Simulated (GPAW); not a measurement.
# NiO (Fm-3m) in GPAW: settings compared, part 2 of 2

GPAW 26.7.0. The steps go on from the part before.

### Step 3. Equation of state, PBE+D3, collinear spin, ferromagnetic start

Input file run.py:

```python
from ase.calculators.mixing import SumCalculator
from ase.eos import EquationOfState
from ase.io import Trajectory, read
from ase.units import GPa
from dftd3.ase import DFTD3
from gpaw import GPAW, PW

atoms = read('POSCAR')
atoms.set_initial_magnetic_moments([1.0, 0.0])

traj = Trajectory('eos.traj', 'w')
volumes, energies = [], []
for x in [0.94, 0.96, 0.98, 1.0, 1.02, 1.04, 1.06]:
    a = atoms.copy()
    a.set_cell(atoms.cell * x**(1 / 3), scale_atoms=True)
    calc = GPAW(mode=PW(800),
                xc='PBE',
                kpts={'size': (8, 8, 8), 'gamma': True},
                occupations={'name': 'fermi-dirac', 'width': 0.05},
                nbands=22,
                convergence={'density': 1e-05, 'energy': 1e-05},
                maxiter=150,
                txt=f'eos-{x:.2f}.txt')
    a.calc = SumCalculator([calc, DFTD3(method='pbe', damping='d3zero')])
    energies.append(a.get_potential_energy())
    volumes.append(a.get_volume())
    p = -a.get_stress()[:3].mean() / GPa
    calc.write(f'eos-{x:.2f}.gpw')
    traj.write(a)
    print(f'{x:.2f} {volumes[-1]:10.4f} A^3 {energies[-1]:14.6f} eV {p:9.3f} GPa', flush=True)

v0, e0, B = EquationOfState(volumes, energies, eos='birchmurnaghan').fit()
print(f'V0 = {v0:.4f} A^3, E0 = {e0:.6f} eV, B0 = {B / GPa:.2f} GPa')
```

Input file POSCAR:

```
NiO
1.0
    0.0000000000      2.0859016414      2.0859016414
    2.0859016414      0.0000000000      2.0859016414
    2.0859016414      2.0859016414      0.0000000000
Ni O
1 1
Direct
    0.0000000000      0.0000000000      0.0000000000
    0.5000000000      0.5000000000      0.5000000000
```

Potentials or basis: GPAW PAW data sets (gpaw-data 1.2.1), pw.

On the command line:

```console
$ OMP_NUM_THREADS=1 python run.py
```

Wall time 9 min (1 thread of Intel Xeon Platinum 8488C (Sapphire Rapids), shared host); peak memory 0.24 GiB.

The run converged. Its results:

| Property | Result |
| --- | --- |
| Equilibrium volume | 8.90 Å³/atom (rough: see the caveat) |
| Bulk modulus | 645 GPa (rough) |

Energy against volume, from the lowest point:
| volume (Å³/atom) | energy (meV/atom) |
| --- | --- |
| 8.531 | 55.00 |
| 8.713 | 34.65 |
| 8.894 | 17.49 |
| 9.076 | 6.02 |
| 9.257 | 0.00 |
| 9.439 | 71.42 |
| 9.620 | 1.94 |

Caveat: the energies scatter about the fit; the fit is doubtful: noisy points or a state that changes with volume; the points scatter about the fit.

### Step 4. Band structure, vdW-DF2, collinear spin, ferromagnetic start

Input file run.py:

```python
from ase import Atoms
from ase.dft.bandgap import bandgap
from ase.io import write
from gpaw import GPAW, PW

atoms = Atoms(['Ni', 'O'],
              cell=[[0.0, 2.0859016414, 2.0859016414],
                    [2.0859016414, 0.0, 2.0859016414],
                    [2.0859016414, 2.0859016414, 0.0]],
              scaled_positions=[[0.0, 0.0, 0.0],
                                [0.5, 0.5, 0.5]],
              pbc=True)
atoms.set_initial_magnetic_moments([1.0, 0.0])

calc = GPAW(mode=PW(800),
            xc={'name': 'vdW-DF2', 'backend': 'libvdwxc'},
            kpts={'size': (8, 8, 8), 'gamma': True},
            occupations={'name': 'fermi-dirac', 'width': 0.05},
            nbands=22,
            convergence={'density': 1e-05, 'energy': 1e-05},
            maxiter=150,
            txt='gpaw.txt')
atoms.calc = calc
energy = atoms.get_potential_energy()
forces = atoms.get_forces()
calc.write('gs.gpw')
write('result.traj', atoms)
print(f'Energy: {energy:.6f} eV')
print('Forces (eV/A):')
print(forces.round(4))
print('Moments:', calc.get_magnetic_moments().round(3))
print('Fermi level:', round(calc.get_fermi_level(), 4), 'eV')
print(f'Gap: {bandgap(calc)[0]:.4f} eV, direct: {bandgap(calc, direct=True)[0]:.4f} eV')

path = atoms.cell.bandpath('GXWKGLUWLK,UX', npoints=100, eps=1e-4)
bs_calc = calc.fixed_density(kpts=path, symmetry='off', nbands=31,
                             convergence={'bands': 'CBM+6.0', 'eigenstates': 1e-6}, txt='bands.txt')
bs = bs_calc.band_structure()
bs.write('bs.json')
print(f'Gap on the path: {bandgap(bs_calc)[0]:.4f} eV')
```

On the command line:

```console
$ OMP_NUM_THREADS=1 python run.py
```

Wall time 78 s (1 thread of Intel Xeon Platinum 8488C (Sapphire Rapids), shared host); peak memory 0.32 GiB.

It converged, with:

```yaml
Free_energy: -83.7910 eV
Band_gap_along_the_path: none (metal or under the smearing width)
Net_moment: 1.78 μB per cell
Site_moments: Ni +1.48; O +0.21 μB
```

Levels at the corners of the path, in eV from the Fermi level:
Spin up:
```
point  band 8  band 9  band 10  band 11  band 12  band 13
    Γ   -3.14   -3.14    -2.80    -2.80    -2.80     1.70
    X   -3.62   -2.84    -2.26    -1.80    -1.80     5.95
    W   -2.40   -2.05    -2.05    -1.80    -1.27     8.23
    K   -2.71   -1.92    -1.90    -1.68    -1.19     7.60
    Γ   -3.14   -3.14    -2.80    -2.80    -2.80     1.70
    L   -2.10   -2.10    -1.57     0.27     0.27     5.97
    U   -2.71   -1.92    -1.90    -1.68    -1.19     7.60
    W   -2.40   -2.05    -2.05    -1.80    -1.27     8.23
    L   -2.10   -2.10    -1.57     0.27     0.27     5.97
    K   -2.71   -1.92    -1.90    -1.68    -1.19     7.60
    U   -2.71   -1.92    -1.90    -1.68    -1.19     7.60
    X   -3.62   -2.84    -2.26    -1.80    -1.80     5.95
```
Spin down:
```tsv
point	band 7	band 8	band 9	band 10	band 11	band 12	band 13
Γ	-2.67	-2.12	-2.12	-2.12	-0.61	-0.61	2.05
X	-3.97	-3.02	-1.04	-1.04	-0.18	0.40	6.38
W	-5.28	-1.35	-1.35	-1.04	0.26	1.00	8.75
K	-4.53	-1.89	-1.18	-0.94	0.52	1.02	8.03
Γ	-2.67	-2.12	-2.12	-2.12	-0.61	-0.61	2.05
L	-4.94	-1.22	-1.22	-0.84	2.25	2.25	6.16
U	-4.53	-1.89	-1.18	-0.94	0.52	1.02	8.03
W	-5.28	-1.35	-1.35	-1.04	0.26	1.00	8.75
L	-4.94	-1.22	-1.22	-0.84	2.25	2.25	6.16
K	-4.53	-1.89	-1.18	-0.94	0.52	1.02	8.03
U	-4.53	-1.89	-1.18	-0.94	0.52	1.02	8.03
X	-3.97	-3.02	-1.04	-1.04	-0.18	0.40	6.38
```

Caveat: the PAW data sets were made with another functional, which shifts forces and pressure a little; a cell with one magnetic atom can't hold antiferromagnetic order, which such compounds often take; semilocal functionals often make such compounds metallic where correlation or magnetic order opens a gap, which also shifts bond lengths.

### Step 5. Against experiment

Step 4. Against the measured gap of NiO, 4.3 eV (quoted in “Local correlations, non-local screening, multiplets, and band formation in NiO”, 2012, arxiv:1210.6675), the calculated 0.00 eV is off by -4.30 eV. So large a miss can be the level of theory's own, or it may mean another phase, state or a wrong row. The value is that of vdW-DF2, without temperature or zero-point motion. The run's magnetic order (collinear spin, ferromagnetic start) needn't be the measured crystal's.
